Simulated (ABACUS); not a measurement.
# AlN: equation of state with LDA

Crystal: AlN.

```xyz
4
Lattice="3.1130 0.0000 0.0000 -1.5565 2.6959 0.0000 0.0000 0.0000 4.9810" Properties=species:S:1:pos:R:3 pbc="T T T"
Al    1.5565    0.8986    2.4905
Al    0.0000    1.7973    0.0000
N     1.5565    0.8986    4.3833
N     0.0000    1.7973    1.8928
```

```
Program                                       : ABACUS 3.10.1
Task                                          : equation of state
Functional                                    : LDA
Potentials or basis                           : PseudoDojo NC SR 0.4.1 LDA stringent
Cutoff                                        : 1143 eV
Density cutoff                                : 4572 eV
Basis                                         : plane waves
k mesh                                        : 8 × 8 × 5
Occupations                                   : fermi-dirac, width 0.05 eV
Spin                                          : no spin polarisation
Radial cutoff of the potentials (pseudo_rcut) : 10 bohr
SCF threshold on the density                  : 1e-08
Max SCF steps                                 : 100
Eigensolver                                   : dav
Mixing                                        : broyden
Mixing share                                  : 0.7
Symmetry key                                  : 1
Bands                                         : 12
```

The equilibrium volume is 10.16 Å³/atom. The bulk modulus at fixed shape and positions is 210 GPa. The pressure derivative of the bulk modulus is 3.9 (rough: it moves with the points fitted).

Energy against volume, from the lowest point:
```csv
volume (Å³/atom),energy (meV/atom)
9.824,7.28
10.242,0.00
10.660,14.52
11.078,46.89
```

All runs of the series together: 61 s on 4 threads of Intel(R) Xeon(R) Platinum 8259CL CPU @ 2.50GHz (Skylake/Cascade Lake) (shared host).

Caveat: the cell was scaled at fixed shape and fractional positions, which overstates the stiffness of a crystal with free parameters, most of all of layers and chains.
